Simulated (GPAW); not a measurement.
# C (Fd-3m) in GPAW: a series of runs, part 2 of 2

GPAW 26.7.0. The steps go on from the part before.

### Step 5. Equation of state, C09-vdW

Input file run.py:

```python
import spglib
from ase import Atoms
from ase.eos import EquationOfState
from ase.io import Trajectory, read
from ase.units import GPa
from gpaw import GPAW, PW

atoms = read('C.cif')
cell, positions, numbers = spglib.find_primitive(
    (atoms.cell[:], atoms.get_scaled_positions(), atoms.numbers), symprec=1e-4)
atoms = Atoms(numbers, cell=cell, scaled_positions=positions, pbc=True)

traj = Trajectory('eos.traj', 'w')
volumes, energies = [], []
for x in [0.94, 0.96, 0.98, 1.0, 1.02, 1.04, 1.06]:
    a = atoms.copy()
    a.set_cell(atoms.cell * x**(1 / 3), scale_atoms=True)
    calc = GPAW(mode=PW(800),
                xc={'name': 'C09-vdW', 'backend': 'libvdwxc'},
                kpts={'size': (10, 10, 10), 'gamma': True},
                occupations={'name': 'fermi-dirac', 'width': 0.05},
                nbands=11,
                convergence={'density': 1e-05, 'energy': 1e-05},
                maxiter=150,
                txt=f'eos-{x:.2f}.txt')
    a.calc = calc
    energies.append(a.get_potential_energy(force_consistent=True))
    volumes.append(a.get_volume())
    calc.write(f'eos-{x:.2f}.gpw')
    traj.write(a)
    print(f'{x:.2f} {volumes[-1]:10.4f} A^3 {energies[-1]:14.6f} eV', flush=True)

v0, e0, B = EquationOfState(volumes, energies, eos='birchmurnaghan').fit()
print(f'V0 = {v0:.4f} A^3, E0 = {e0:.6f} eV, B0 = {B / GPa:.2f} GPa')
```

Input file C.cif:

```cif
data_C
_cell_length_a 3.56674000
_cell_length_b 3.56674000
_cell_length_c 3.56674000
_cell_angle_alpha 90.00000000
_cell_angle_beta 90.00000000
_cell_angle_gamma 90.00000000
_space_group_name_H-M_alt 'Fd-3m'
_space_group_name_Hall 'F 4d 2 3 -1d'
_space_group_IT_number 227
loop_
_space_group_symop_operation_xyz
'x,y,z'
'-y+1/4,x+1/4,z+1/4'
'-x,-y+1/2,z+1/2'
'y+3/4,-x+1/4,z+3/4'
'x,-y,-z'
'-y+1/4,-x+3/4,-z+3/4'
'-x,y+1/2,-z+1/2'
'y+3/4,x+3/4,-z+1/4'
'z,x,y'
'z+1/4,-y+1/4,x+1/4'
'z+1/2,-x,-y+1/2'
'z+3/4,y+3/4,-x+1/4'
'-z,x,-y'
'-z+3/4,-y+1/4,-x+3/4'
'-z+1/2,-x,y+1/2'
'-z+1/4,y+3/4,x+3/4'
'y,z,x'
'x+1/4,z+1/4,-y+1/4'
'-y+1/2,z+1/2,-x'
'-x+1/4,z+3/4,y+3/4'
'-y,-z,x'
'-x+3/4,-z+3/4,-y+1/4'
'y+1/2,-z+1/2,-x'
'x+3/4,-z+1/4,y+3/4'
'-x+1/4,-y+1/4,-z+1/4'
'y,-x,-z'
'x+1/4,y+3/4,-z+3/4'
'-y+1/2,x,-z+1/2'
'-x+1/4,y+1/4,z+1/4'
'y,x+1/2,z+1/2'
'x+1/4,-y+3/4,z+3/4'
'-y+1/2,-x+1/2,z'
'-z+1/4,-x+1/4,-y+1/4'
'-z,y,-x'
'-z+3/4,x+1/4,y+3/4'
'-z+1/2,-y+1/2,x'
'z+1/4,-x+1/4,y+1/4'
'z+1/2,y,x+1/2'
'z+3/4,x+1/4,-y+3/4'
'z,-y+1/2,-x+1/2'
'-y+1/4,-z+1/4,-x+1/4'
[... 89 lines left out ...]
'-z+1/4,x+1/4,y+1/4'
'-z,-y+1/2,x+1/2'
'z+3/4,-x+1/4,y+3/4'
'z,y,x'
'z+1/4,x+1/4,-y+1/4'
'z+1/2,-y+1/2,-x'
'-y+3/4,-z+1/4,-x+3/4'
'-x+1/2,-z,y+1/2'
'y+1/4,-z+3/4,x+3/4'
'x+1/2,-z+1/2,-y'
'y+3/4,z+1/4,-x+3/4'
'x,z+1/2,y+1/2'
'-y+1/4,z+3/4,x+3/4'
'-x,z,-y'
'x+1/2,y+1/2,z'
'-y+3/4,x+3/4,z+1/4'
'-x+1/2,-y,z+1/2'
'y+1/4,-x+3/4,z+3/4'
'x+1/2,-y+1/2,-z'
'-y+3/4,-x+1/4,-z+3/4'
'-x+1/2,y,-z+1/2'
'y+1/4,x+1/4,-z+1/4'
'z+1/2,x+1/2,y'
'z+3/4,-y+3/4,x+1/4'
'z,-x+1/2,-y+1/2'
'z+1/4,y+1/4,-x+1/4'
'-z+1/2,x+1/2,-y'
'-z+1/4,-y+3/4,-x+3/4'
'-z,-x+1/2,y+1/2'
'-z+3/4,y+1/4,x+3/4'
'y+1/2,z+1/2,x'
'x+3/4,z+3/4,-y+1/4'
'-y,z,-x'
'-x+3/4,z+1/4,y+3/4'
'-y+1/2,-z+1/2,x'
'-x+1/4,-z+1/4,-y+1/4'
'y,-z,-x'
'x+1/4,-z+3/4,y+3/4'
'-x+3/4,-y+3/4,-z+1/4'
'y+1/2,-x+1/2,-z'
'x+3/4,y+1/4,-z+3/4'
'-y,x+1/2,-z+1/2'
'-x+3/4,y+3/4,z+1/4'
'y+1/2,x,z+1/2'
'x+3/4,-y+1/4,z+3/4'
'-y,-x,z'
'-z+3/4,-x+3/4,-y+1/4'
'-z+1/2,y+1/2,-x'
'-z+1/4,x+3/4,y+3/4'
'-z,-y,x'
'z+3/4,-x+3/4,y+1/4'
'z,y+1/2,x+1/2'
'z+1/4,x+3/4,-y+3/4'
'z+1/2,-y,-x+1/2'
'-y+3/4,-z+3/4,-x+1/4'
'-x+1/2,-z+1/2,y'
'y+1/4,-z+1/4,x+1/4'
'x+1/2,-z,-y+1/2'
'y+3/4,z+3/4,-x+1/4'
'x,z,y'
'-y+1/4,z+1/4,x+1/4'
'-x,z+1/2,-y+1/2'
loop_
_atom_site_label
_atom_site_type_symbol
_atom_site_symmetry_multiplicity
_atom_site_Wyckoff_symbol
_atom_site_fract_x
_atom_site_fract_y
_atom_site_fract_z
_atom_site_occupancy
C1 C 8 a 0.2500000000 0.2500000000 0.2500000000 1
```

Potentials or basis: GPAW PAW data sets (gpaw-data 1.2.1), pw.

Run with:

```bash
OMP_NUM_THREADS=1 python run.py
```

Run time: 55 s. Hardware: 1 thread of Arm Neoverse V1, shared host; peak memory 0.22 GiB.

The run converged. Its results:

- Equilibrium volume: 5.65 Å³/atom
- Bulk modulus: 444 GPa
- Pressure derivative of the bulk modulus: 3.5

Energy against volume, from the lowest point:
```tsv
volume (Å³/atom)	energy (meV/atom)
5.332	27.11
5.445	10.83
5.558	2.03
5.672	0.00
5.785	4.18
5.899	14.08
6.012	29.10
```

Caveat: the PAW data sets were made with another functional, which shifts forces and pressure a little.

### Step 6. Equation of state, LDA

Edit run.py of step 5 so:

```diff
@@ -5,3 +5,5 @@
 from ase.units import GPa
-from gpaw import GPAW, PW
+from gpaw import GPAW, PW, setup_paths
+
+setup_paths.insert(0, '.')
 
@@ -18,3 +20,3 @@
     calc = GPAW(mode=PW(800),
-                xc={'name': 'C09-vdW', 'backend': 'libvdwxc'},
+                xc='LDA',
                 kpts={'size': (10, 10, 10), 'gamma': True},
@@ -28,5 +30,6 @@
     volumes.append(a.get_volume())
+    p = -a.get_stress()[:3].mean() / GPa
     calc.write(f'eos-{x:.2f}.gpw')
     traj.write(a)
-    print(f'{x:.2f} {volumes[-1]:10.4f} A^3 {energies[-1]:14.6f} eV', flush=True)
+    print(f'{x:.2f} {volumes[-1]:10.4f} A^3 {energies[-1]:14.6f} eV {p:9.3f} GPa', flush=True)
```

C.cif is that of step 5.

Potentials or basis: PAW data sets generated in the run's folder for this functional, pw.

Run with:

```bash
gpaw-setup -f LDA C
OMP_NUM_THREADS=1 python run.py
```

The program printed:

```text
__  _  _
 | _ |_)|_||  |
 |__||  | ||/\| - 26.7.0

Input parameters:
  mode=PW(ecut=800.0),
  convergence={'density': 1e-05, 'energy': 1e-05},
  kpts=MonkhorstPack(size=(10, 10, 10), gamma=True),
  maxiter=150,
  nbands=11,
  occupations=Occupations(name='fermi-dirac', width=0.05),
  xc=XC(name='LDA')

Diagonalizing LCAO Hamiltonian
Converting LCAO to pw mode

          C
       C

Atoms  # Å, Bohr magnetons
|   | symbol |        x |        y |        z |    initial magnetic moments |
|---|--------|----------|----------|----------|-----------------------------|
| 0 |      C | 0.873482 | 0.873482 | 0.873482 | ( 0.0000,  0.0000,  0.0000) |
| 1 |      C | 0.000000 | 0.000000 | 0.000000 | ( 0.0000,  0.0000,  0.0000) |

Unit cell  # Å
| periodic |        x |        y |        z |  lengths |    angles |
|----------|----------|----------|----------|----------|-----------|
|      yes | 0.000000 | 1.746964 | 1.746964 | 2.470581 | 60.000000 |
|      yes | 1.746964 | 0.000000 | 1.746964 | 2.470581 | 60.000000 |
[... 149 lines left out ...]
Converged in 8 steps
Energy contributions relative to reference atoms: (reference = -2037.605094)

Energy contributions:
  Kinetic:          23.240722
  Coulomb:         -20.657388
  Zero:              0.042866
  External:          0.000000
  Xc:              -22.897541
  Entropy:          -0.000000
  Spinorbit:         0.000000
  ----------------------------
  Free energy:     -20.271342
  Extrapolated:    -20.271342

dipole moment: (-8.793000, -8.793000, -8.793000)  # |e|*Ang

Fermi level: 14.709
Eigenvalues  # (at kpt = [0.000, 0.000, 0.000])
| band index |      eig [eV] | occ [0-2] |
|------------|---------------|-----------|
|          0 |        -9.304 |     2.000 |
|          1 |        12.864 |     2.000 |
|          2 |        12.864 |     2.000 |
|          3 |        12.864 |     2.000 |
|          4 |        18.584 |     0.000 |
|          5 |        18.584 |     0.000 |
|          6 |        18.584 |     0.000 |
|          7 |        27.852 |     0.000 |
|          8 |        32.717 |     0.000 |
|          9 |        40.324 |     0.000 |
|         10 |        40.794 |     0.000 |

Gap: 4.280 eV
Transition (v -> c):
  (s=0, k=0, n=3, [0.00, 0.00, 0.00]) -> (s=0, k=24, n=4, [0.40, 0.40, 0.00])
Direct/indirect transitions are different
Direct gap: 5.721 eV
Transition at: (s=0, k=0, n=3, [0.00, 0.00, 0.00])

Stress tensor  # eV/Ang^3
|         x |         y |         z |
|-----------|-----------|-----------|
| -0.098042 |  0.000000 | -0.000000 |
|  0.000000 | -0.098042 | -0.000000 |
| -0.000000 | -0.000000 | -0.098042 |

# Writing to eos-0.94.gpw (mode='')
```

Run time: 54 s. Hardware: 1 thread of Arm Neoverse V1, shared host; peak memory 0.18 GiB.

What came out:

* Equilibrium volume: 5.51 Å³/atom
* Bulk modulus: 468 GPa
* Pressure derivative of the bulk modulus: 3.7

Energy against volume, from the lowest point:
```
volume (Å³/atom)  energy (meV/atom)
           5.332               8.62
           5.445               0.66
           5.558               0.00
           5.672               5.86
           5.785              17.66
           5.899              34.95
           6.012              57.09
```

### Step 7. Overview

```tsv
task	level	potentials or basis	eigensolver	band path	band points	V0 of scaled cells (Å³/atom)	B0 (GPa)
equation of state	SOGGA	PAW data sets generated in the run's folder for this functional, pw	-	-	-	5.61	452
equation of state	BLYP+D3	PAW data sets generated in the run's folder for this functional, pw	davidson	-	-	5.76	408
band structure	PBE	PAW data sets generated in the run's folder for this functional, pw	-	GXWKGLUWLK,UX	60	-	-
equation of state	C09-vdW	GPAW PAW data sets (gpaw-data 1.2.1), pw	-	-	-	5.65	444
equation of state	LDA	PAW data sets generated in the run's folder for this functional, pw	-	-	-	5.51	468
```

Alike in all rows: no spin polarisation; cell as given; k mesh 10 × 10 × 10; cutoff (eV) 800; smearing fermi-dirac 0.05 eV.

Caveats: the PAW data sets were made with another functional, which shifts forces and pressure a little (some runs).

Absolute energies hang on the potentials; compare differences alone.

### Step 8. How close it comes

Step 2. Against the measured bulk modulus of C, 444.8 GPa (quoted in “Equation of state of cubic boron nitride at high pressures and temperatures”, 2007, arxiv:cond-mat/0702656), the calculated 452 GPa is off by +1.5 %. 3 values of this kind are on record (442 to 444.8 GPa); this one was drawn at random among those near their median, those with a stated uncertainty first. The fit is for a static lattice scaled at fixed shape and fixed fractional positions. The cell as given is a measured one (5.67 Å³/atom); SOGGA puts the equilibrium volume -1.1 % from it, thermal expansion not counted.

Step 3. Against the measured bulk modulus of C, 444.8 GPa (quoted in “Equation of state of cubic boron nitride at high pressures and temperatures”, 2007, arxiv:cond-mat/0702656), the calculated 408 GPa is off by -8.4 %. 3 values of this kind are on record (442 to 444.8 GPa); this one was drawn at random among those near their median, those with a stated uncertainty first. The fit is for a static lattice scaled at fixed shape and fixed fractional positions. The cell as given is a measured one (5.67 Å³/atom); BLYP+D3 puts the equilibrium volume +1.6 % from it, thermal expansion not counted.

Step 5. Measured bulk modulus of C: 444.8 GPa (quoted in “Equation of state of cubic boron nitride at high pressures and temperatures”, 2007, arxiv:cond-mat/0702656). This calculation gives 444 GPa (-0.2 %). 3 values of this kind are on record (442 to 444.8 GPa); this one was drawn at random among those near their median, those with a stated uncertainty first. The fit is for a static lattice scaled at fixed shape and fixed fractional positions. The cell as given is a measured one (5.67 Å³/atom); C09-vdW puts the equilibrium volume -0.4 % from it, thermal expansion not counted.

Step 6. Against the measured bulk modulus of C, 442 GPa (quoted in “Equation of state of cubic boron nitride at high pressures and temperatures”, 2007, arxiv:cond-mat/0702656), the calculated 468 GPa is off by +5.9 %. 3 values of this kind are on record (442 to 444.8 GPa); this one was drawn at random among those near their median, those with a stated uncertainty first. The fit is for a static lattice scaled at fixed shape and fixed fractional positions. The cell as given is a measured one (5.67 Å³/atom); LDA puts the equilibrium volume -2.8 % from it, thermal expansion not counted.
